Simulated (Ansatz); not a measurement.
# ZnAu in Ansatz: convergence with n extra bands

Input of the first run (n extra bands 1); the others differ in this setting and in those tied to it:

The input input.yaml:

```yaml
crystal:
  lattice:
    - [3.147, 0.0, 0.0]
    - [0.0, 3.147, 0.0]
    - [0.0, 0.0, 3.147]
  atoms:
    - { symbol: Au, position: [0.00445, -0.003031, -0.010596] }
    - { symbol: Zn, position: [0.485155, 0.515448, 0.502437] }
hamiltonian:
  xc: pbe
  pseudopotentials: { kind: paw }
kpoints:
  mp_grid: { grid: [6, 6, 6] }
scf:
  occupations: { method: methfessel_paxton, width: 0.1 }
  n_extra_bands: 1
output:
  forces: true
  stress: true
  eigenvalues: true
```

Potentials or basis: Ansatz PAW.

Command:

```bash
$ ansatz run input.yaml --threads 2 --pin off --max-ram 5632MiB --backend cpu --events-out ev --progress --plain --runs-dir out
```

The cell isn't the ideal one: atoms moved at random, drawn with an rms of 0.05 Å.

Hardware: 2 threads of Intel(R) Xeon(R) Processor @ 2.50GHz (Skylake/Cascade Lake) (shared host).

```
n extra bands  energy less the tightest run, at zero smearing (meV/atom)  SCF cycles  CPU time (s)  peak memory (GiB)
            1                                                       0.00           6           8.8               0.38
            2                                                       0.00           6           9.2               0.39
            4                                                       0.00           6           8.8               0.39
            8                                                       0.00           6            11                0.4
           16                                                       0.00           6            12               0.42
           32                                                       0.00           6            19               0.47
```

Against the tightest run, the energy stays within 1 meV/atom from 1 on. The tightest run that finished is the yardstick and may itself not be fully converged.

The run has no spin-orbit coupling, so splittings on Au are missing.
